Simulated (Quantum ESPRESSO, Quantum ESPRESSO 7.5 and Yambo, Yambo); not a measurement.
**Quasiparticle gap of AgBr (Fm-3m) in Yambo**

How does a plane-wave GW calculation on AgBr (Fm-3m) run from the first input to the gap?

Method: PBE and many-body steps on it, plane waves, in Quantum ESPRESSO 7.5 and Yambo 5.3.0.

The database entry behind the starting cell differs from later determinations by our own check (about 0.6 % short of the room-temperature cell), so it need not match the best structure at ambient conditions.

## Step 1: The starting structure

It takes space group Fm-3m (No. 225, cubic). Conventional cell: a = 5.740 Å, b = 5.740 Å, c = 5.740 Å, α = 90.00°, β = 90.00°, γ = 90.00°. Nearest to Ag lie 6 Br at 2.87 Å. Nearest to Br lie 6 Ag at 2.87 Å. Farther neighbours and most contacts between anions are not listed.

The cell and positions come from the Crystallography Open Database and are kept as given unless a step says otherwise.

## Step 2: Ground state

This step: Quantum ESPRESSO 7.5; DFT, PBE, plane waves, norm-conserving pseudopotentials.

The ground-state density comes first.

Contents of pw.in:

```
&control
  calculation = 'scf'
  prefix = 'x'
  outdir = 'o'
  pseudo_dir = 'pseudo'
/
&system
  ibrav = 0
  nat = 2
  ntyp = 2
  ecutwfc = 74.0
  nbnd = 18
  force_symmorphic = .true.
/
&electrons
  conv_thr = 1e-10
  electron_maxstep = 80
  mixing_beta = 0.5
/
ATOMIC_SPECIES
  Ag 107.87 Ag.upf
  Br 79.904 Br.upf
CELL_PARAMETERS angstrom
  -0.0000000000 2.8701500000 2.8701500000
  2.8701500000 0.0000000000 2.8701500000
  2.8701500000 2.8701500000 0.0000000000
ATOMIC_POSITIONS crystal
  Ag 0.0000000000 0.0000000000 0.0000000000
  Br 0.5000000000 0.5000000000 0.5000000000
K_POINTS automatic
  6 6 6 0 0 0
```

On the command line:

```bash
$ OMP_NUM_THREADS=1 mpirun -n 4 pw.x -nk 4 -in pw.in > pw.out
```

The log of the run:

```text
Program PWSCF v.7.5 starts

     This program is part of the open-source Quantum ESPRESSO suite
     for quantum simulation of materials; please cite
         "P. Giannozzi et al., J. Phys.:Condens. Matter 21 395502 (2009);
         "P. Giannozzi et al., J. Phys.:Condens. Matter 29 465901 (2017);
         "P. Giannozzi et al., J. Chem. Phys. 152 154105 (2020);
     in publications or presentations arising from this work. More details at
     Message from routine setup:
     using ibrav=0 with symmetry is DISCOURAGED, use correct ibrav instead

     G-vector sticks info

     bravais-lattice index     =            0
     lattice parameter (alat)  =       7.6704  a.u.
     unit-cell volume          =     319.1100 (a.u.)^3
     number of atoms/cell      =            2
     number of atomic types    =            2
     number of electrons       =        26.00
     number of Kohn-Sham states=           18
     kinetic-energy cutoff     =      74.0000  Ry
     charge density cutoff     =     296.0000  Ry
     scf convergence threshold =      1.0E-10
     mixing beta               =       0.5000
     number of iterations used =            8  plain     mixing
     Exchange-correlation= PBE
                           (   1   4   3   4   0   0   0)

     celldm(1)=   7.670408  celldm(2)=   0.000000  celldm(3)=   0.000000
     celldm(4)=   0.000000  celldm(5)=   0.000000  celldm(6)=   0.000000

     crystal axes: (cart. coord. in units of alat)
               a(1) = (  -0.000000   0.707107   0.707107 )
               a(2) = (   0.707107   0.000000   0.707107 )
               a(3) = (   0.707107   0.707107   0.000000 )

     reciprocal axes: (cart. coord. in units 2 pi/alat)
               b(1) = ( -0.707107  0.707107  0.707107 )
               b(2) = (  0.707107 -0.707107  0.707107 )
               b(3) = (  0.707107  0.707107 -0.707107 )
     Pseudo is Norm-conserving + core correction, Zval = 19.0
     Generated using ONCVPSP code by D. R. Hamann
     Using radial grid of 1538 points,  6 beta functions with:
     Pseudo is Norm-conserving + core correction, Zval =  7.0
     Generated using ONCVPSP code by D. R. Hamann
     Using radial grid of 1098 points,  6 beta functions with:
     Ag               19.00   107.87000     Ag( 1.00)
     Br                7.00    79.90400     Br( 1.00)

     48 Sym. Ops., with inversion, found

   Cartesian axes

     site n.     atom                  positions (alat units)
         1        Ag     tau(   1) = (   0.0000000   0.0000000   0.0000000  )
         2        Br     tau(   2) = (   0.7071068   0.7071068   0.7071068  )

     number of k points=    16
                       cart. coord. in units 2pi/alat
        k(    1) = (   0.0000000   0.0000000   0.0000000), wk =   0.0092593
        k(    2) = (   0.1178511   0.1178511  -0.1178511), wk =   0.0740741
        k(    3) = (   0.2357023   0.2357023  -0.2357023), wk =   0.0740741
        k(    4) = (  -0.3535534  -0.3535534   0.3535534), wk =   0.0370370
        k(    5) = (   0.2357023   0.0000000  -0.0000000), wk =   0.0555556
        k(    6) = (   0.3535534   0.1178511  -0.1178511), wk =   0.2222222
        k(    7) = (  -0.2357023  -0.4714045   0.4714045), wk =   0.2222222
        k(    8) = (  -0.1178511  -0.3535534   0.3535534), wk =   0.2222222
        k(    9) = (   0.0000000  -0.2357023   0.2357023), wk =   0.1111111
        k(   10) = (   0.4714045   0.0000000  -0.0000000), wk =   0.0555556
     [... 4 further rows ...]
        k(   15) = (  -0.1178511  -0.3535534   0.5892557), wk =   0.2222222
        k(   16) = (  -0.7071068   0.2357023   0.0000000), wk =   0.1111111

     Dense  grid:    27317 G-vectors     FFT dimensions: (  45,  45,  45)

     Initial potential from superposition of free atoms

     starting charge      25.9995, renormalised to      26.0000
     Starting wfcs are   14 randomized atomic wfcs +    4 random wfcs

     per-process dynamical memory:    26.6 Mb

     Self-consistent Calculation

     iteration #  1     ecut=    74.00 Ry     beta= 0.50

     Threshold (ethr) on eigenvalues was too large:
     Diagonalizing with lowered threshold

     total energy              =    -341.54064584 Ry
     estimated scf accuracy    <       0.02648579 Ry

     iteration #  2     ecut=    74.00 Ry     beta= 0.50

     total energy              =    -341.54794794 Ry
     estimated scf accuracy    <       0.00482924 Ry

     iteration #  3     ecut=    74.00 Ry     beta= 0.50

     total energy              =    -341.54882055 Ry
     estimated scf accuracy    <       0.00029824 Ry

     iteration #  4     ecut=    74.00 Ry     beta= 0.50

     total energy              =    -341.54884427 Ry
     estimated scf accuracy    <       0.00002693 Ry

     iteration #  5     ecut=    74.00 Ry     beta= 0.50

     total energy              =    -341.54884675 Ry
     estimated scf accuracy    <       0.00000096 Ry

     iteration #  6     ecut=    74.00 Ry     beta= 0.50

     total energy              =    -341.54884690 Ry
     estimated scf accuracy    <       0.00000004 Ry

     iteration #  7     ecut=    74.00 Ry     beta= 0.50

     total energy              =    -341.54884691 Ry
     estimated scf accuracy    <       0.00000001 Ry

     iteration #  8     ecut=    74.00 Ry     beta= 0.50

     End of self-consistent calculation

          k = 0.0000 0.0000 0.0000 (  3479 PWs)   bands (ev):

   -81.9018 -45.4232 -45.4232 -45.4232  -6.8390   5.4479   5.4479   5.4479
     5.4486   5.4486   6.3128   6.3128   6.3128   8.9169  18.1717  18.1717
    18.1717  19.4245

          k = 0.1179 0.1179-0.1179 (  3443 PWs)   bands (ev):

   -81.9016 -45.4236 -45.4232 -45.4232  -6.7342   4.7831   4.8658   4.8658
     5.5219   5.5219   5.9168   7.0153   7.0153  10.2280  16.3004  17.3998
    17.3998  19.2196

          k = 0.2357 0.2357-0.2357 (  3428 PWs)   bands (ev):

   -81.9016 -45.4244 -45.4233 -45.4233  -6.5099   3.5003   4.2807   4.2807
     5.6752   5.6752   6.0028   7.8728   7.8728  11.7433  14.9050  15.7126
    15.7126  19.5947

          k =-0.3536-0.3536 0.3536 (  3426 PWs)   bands (ev):

     [... further k-points ...]

     highest occupied, lowest unoccupied level (ev):     8.2447    8.9169

!    total energy              =    -341.54884692 Ry
     estimated scf accuracy    <          4.4E-11 Ry

     The total energy is the sum of the following terms:
     one-electron contribution =    -189.21727305 Ry
     hartree contribution      =     104.42304273 Ry
     xc contribution           =     -56.74139494 Ry
     ewald contribution        =    -200.01322165 Ry

     convergence has been achieved in   8 iterations

     XML data file, charge density, pseudopotentials, collected wavefunctions

=------------------------------------------------------------------------------=
   JOB DONE.
=------------------------------------------------------------------------------=
```

It took 5.4 s on 4 MPI ranks of Arm Neoverse V1, shared host; peak memory 0.26 GiB.

This step gave:

```yaml
total_energy: -4647.0088 eV
gap: 0.6722 eV
k_of_the_valence_top: 0, 0, -0.5
k_of_the_conduction_bottom: 0, 0, 0
least_direct_gap: 2.604 eV
```

The gap is indirect, with the least direct gap 1.93 eV higher.

## Step 3: Bands along the symmetry lines

The cheap functional maps the bands first; the places of the edges decide which points the dearer methods must see.

Contents of pw.in:

```
&control
  calculation = 'bands'
  prefix = 'x'
  outdir = 'o'
  pseudo_dir = 'pseudo'
/
&system
  ibrav = 0
  nat = 2
  ntyp = 2
  ecutwfc = 74.0
  nbnd = 19
  force_symmorphic = .true.
/
&electrons
  conv_thr = 1e-9
  electron_maxstep = 80
  diago_full_acc = .true.
  diago_thr_init = 5e-6
/
ATOMIC_SPECIES
  Ag 107.87 Ag.upf
  Br 79.904 Br.upf
CELL_PARAMETERS angstrom
  -0.0000000000 2.8701500000 2.8701500000
  2.8701500000 0.0000000000 2.8701500000
  2.8701500000 2.8701500000 0.0000000000
ATOMIC_POSITIONS crystal
  Ag 0.0000000000 0.0000000000 0.0000000000
  Br 0.5000000000 0.5000000000 0.5000000000
K_POINTS crystal
  50
  0.00000000 0.00000000 0.00000000 1
  0.06250000 0.00000000 0.06250000 1
  0.12500000 0.00000000 0.12500000 1
  0.18750000 0.00000000 0.18750000 1
  0.25000000 0.00000000 0.25000000 1
  0.31250000 0.00000000 0.31250000 1
  0.37500000 0.00000000 0.37500000 1
  0.43750000 0.00000000 0.43750000 1
  0.50000000 0.00000000 0.50000000 1
  0.51562500 0.03125000 0.51562500 1
  0.53125000 0.06250000 0.53125000 1
  0.54687500 0.09375000 0.54687500 1
  0.56250000 0.12500000 0.56250000 1
  0.57812500 0.15625000 0.57812500 1
  0.59375000 0.18750000 0.59375000 1
  0.60937500 0.21875000 0.60937500 1
  0.62500000 0.25000000 0.62500000 1
  0.37500000 0.37500000 0.75000000 1
  0.32812500 0.32812500 0.65625000 1
  0.28125000 0.28125000 0.56250000 1
  0.23437500 0.23437500 0.46875000 1
  0.18750000 0.18750000 0.37500000 1
  0.14062500 0.14062500 0.28125000 1
  0.09375000 0.09375000 0.18750000 1
  0.04687500 0.04687500 0.09375000 1
  0.00000000 0.00000000 0.00000000 1
  0.06250000 0.06250000 0.06250000 1
  0.12500000 0.12500000 0.12500000 1
  0.18750000 0.18750000 0.18750000 1
  0.25000000 0.25000000 0.25000000 1
  0.31250000 0.31250000 0.31250000 1
  0.37500000 0.37500000 0.37500000 1
  0.43750000 0.43750000 0.43750000 1
  0.50000000 0.50000000 0.50000000 1
  0.50000000 0.46875000 0.53125000 1
  0.50000000 0.43750000 0.56250000 1
  0.50000000 0.40625000 0.59375000 1
  0.50000000 0.37500000 0.62500000 1
  0.50000000 0.34375000 0.65625000 1
  0.50000000 0.31250000 0.68750000 1
  0.50000000 0.28125000 0.71875000 1
  0.50000000 0.25000000 0.75000000 1
  0.50000000 0.21875000 0.71875000 1
  0.50000000 0.18750000 0.68750000 1
  0.50000000 0.15625000 0.65625000 1
  0.50000000 0.12500000 0.62500000 1
  0.50000000 0.09375000 0.59375000 1
  0.50000000 0.06250000 0.56250000 1
  0.50000000 0.03125000 0.53125000 1
  0.50000000 0.00000000 0.50000000 1
```

The log of the run:

```text
[banner, memory and clock lines left out]
Program PWSCF v.7.5 starts

     Atomic positions and unit cell read from directory:
     o/x.save/

     Message from routine setup:
     using ibrav=0 with symmetry is DISCOURAGED, use correct ibrav instead

     G-vector sticks info

     bravais-lattice index     =            0
     lattice parameter (alat)  =       7.6704  a.u.
     unit-cell volume          =     319.1100 (a.u.)^3
     number of atoms/cell      =            2
     number of atomic types    =            2
     number of electrons       =        26.00
     number of Kohn-Sham states=           19
     kinetic-energy cutoff     =      74.0000  Ry
     charge density cutoff     =     296.0000  Ry
     Exchange-correlation= PBE
                           (   1   4   3   4   0   0   0)

     celldm(1)=   7.670408  celldm(2)=   0.000000  celldm(3)=   0.000000
     celldm(4)=   0.000000  celldm(5)=   0.000000  celldm(6)=   0.000000

     crystal axes: (cart. coord. in units of alat)
               a(1) = (  -0.000000   0.707107   0.707107 )
               a(2) = (   0.707107   0.000000   0.707107 )
               a(3) = (   0.707107   0.707107   0.000000 )

     reciprocal axes: (cart. coord. in units 2 pi/alat)
               b(1) = ( -0.707107  0.707107  0.707107 )
               b(2) = (  0.707107 -0.707107  0.707107 )
               b(3) = (  0.707107  0.707107 -0.707107 )
     Pseudo is Norm-conserving + core correction, Zval = 19.0
     Generated using ONCVPSP code by D. R. Hamann
     Using radial grid of 1538 points,  6 beta functions with:
     Pseudo is Norm-conserving + core correction, Zval =  7.0
     Generated using ONCVPSP code by D. R. Hamann
     Using radial grid of 1098 points,  6 beta functions with:
     Ag               19.00   107.87000     Ag( 1.00)
     Br                7.00    79.90400     Br( 1.00)

     48 Sym. Ops., with inversion, found

   Cartesian axes

     site n.     atom                  positions (alat units)
         1        Ag     tau(   1) = (   0.0000000   0.0000000   0.0000000  )
         2        Br     tau(   2) = (   0.7071068   0.7071068   0.7071068  )

     number of k points=    50
                       cart. coord. in units 2pi/alat
        k(    1) = (   0.0000000   0.0000000   0.0000000), wk =   0.0400000
        k(    2) = (   0.0000000   0.0883883   0.0000000), wk =   0.0400000
        k(    3) = (   0.0000000   0.1767767   0.0000000), wk =   0.0400000
[...]
[... 38 further rows ...]
        k(   49) = (   0.0441942   0.7071068   0.0000000), wk =   0.0400000
        k(   50) = (   0.0000000   0.7071068   0.0000000), wk =   0.0400000

     Dense  grid:    27317 G-vectors     FFT dimensions: (  45,  45,  45)

     The potential is recalculated from file :
     o/x.save/charge-density

     Starting wfcs are   14 randomized atomic wfcs +    5 random wfcs

     Band Structure Calculation

     End of band structure calculation

          k = 0.0000 0.0000 0.0000 (  3479 PWs)   bands (ev):

   -81.9017 -45.4231 -45.4231 -45.4231  -6.8390   5.4480   5.4480   5.4480
     5.4486   5.4487   6.3128   6.3128   6.3128   8.9169  18.1717  18.1717
    18.1717  19.4246  20.0535

          k = 0.0000 0.0884 0.0000 (  3447 PWs)   bands (ev):

   -81.9015 -45.4231 -45.4231 -45.4231  -6.8182   5.1391   5.4094   5.4094
[...]
17.9992  18.7386  20.0091

          k = 0.0000 0.1768 0.0000 (  3447 PWs)   bands (ev):

[...]
17.7369  17.7369  21.0950

          k =-0.0000 0.2652 0.0000 (  3447 PWs)   bands (ev):

[...]
k = 0.0000 0.4419-0.0000 (  3435 PWs)   bands (ev):

[...]
k =-0.0000 0.5303 0.0000 (  3427 PWs)   bands (ev):

[...]
k = 0.0000 0.6187-0.0000 (  3418 PWs)   bands (ev):

[...]
k = 0.4640 0.4640-0.0000 (  3448 PWs)   bands (ev):

[...]
k = 0.3315 0.3315-0.0000 (  3431 PWs)   bands (ev):

[...]
k = 0.3094 0.7071-0.0000 (  3406 PWs)   bands (ev):

[...]
k = 0.2210 0.7071-0.0000 (  3402 PWs)   bands (ev):

[...]
k = 0.1768 0.7071-0.0000 (  3410 PWs)   bands (ev):

[...]
k = 0.0442 0.7071 0.0000 (  3410 PWs)   bands (ev):

[...]
19.1274  19.3388  23.1095

          k = 0.0000 0.7071 0.0000 (  3378 PWs)   bands (ev):

   -81.9012 -45.4245 -45.4237 -45.4237  -6.3611   3.9649   5.1748   5.4083
     5.4083   5.6096   5.8590   5.8590   5.9605   9.8474  15.3052  17.3135
    19.3004  19.3004  23.1918

     XML data file, pseudopotentials, collected wavefunctions
```

Wall time 5 s (4 MPI ranks); peak memory 0.21 GiB.

Numbers from this step:

* gap: 0.6721 eV
* k of the valence top: 0.5, 0.5, 0.5
* k of the conduction bottom: 0, 0, 0
* least direct gap: 2.604 eV

The gap is 0.672 eV, as in the run before at this level.

Electronic bands along the path, in eV, zero at the top of the highest filled band:

```
    point  band 10  band 11  band 12  band 13  band 14  band 15  band 16  band 17
        Γ    -2.80    -1.93    -1.93    -1.93     0.67     9.93     9.93     9.93
  halfway    -2.72    -1.86    -1.86    -1.64     3.28     6.69     7.83     9.50
        X    -2.64    -2.39    -2.39    -2.28     1.60     7.06     9.07    11.06
  halfway    -2.40    -2.34    -2.13    -1.99     2.02     7.07     8.81    10.41
        U    -2.44    -2.22    -2.02    -1.21     2.97     6.84     8.24     9.19
jump to K    -2.44    -2.22    -2.02    -1.21     2.97     6.84     8.24     9.19
  halfway    -2.56    -2.06    -1.79    -0.21     3.79     6.49     7.48     7.82
        Γ    -2.80    -1.93    -1.93    -1.93     0.67     9.93     9.93     9.93
  halfway    -2.65    -2.31    -0.77    -0.77     2.88     7.17     8.24     8.24
        L    -2.49    -2.15     0.00     0.00     3.74     6.59     6.77     6.77
  halfway    -2.48    -2.20    -1.20    -0.61     4.50     5.25     7.84     7.93
        W    -2.37    -2.29    -2.29    -1.53     3.79     7.15     7.68     7.68
  halfway    -2.39    -2.38    -2.33    -1.77     2.46     7.16     8.58     9.12
        X    -2.64    -2.39    -2.39    -2.28     1.60     7.06     9.07    11.06
```

(Continued in part 2 of 3.)

[Paths, hosts, dates, memory and timing lines, banners, echoed tables and standing remarks are left out of the program output.]

[Logs are printed without paths, hosts, clocks, repeated set-up lines and the standing remarks that a program may print on its own settings, such as how far it seeks lower states.]

[Runs of the session that timed out or met a known fault of the program may be left out.]

[Hosts, paths, dates, database ids (printed as entryN), source tags and the programs' standing remarks are cut or masked in the printed files.]
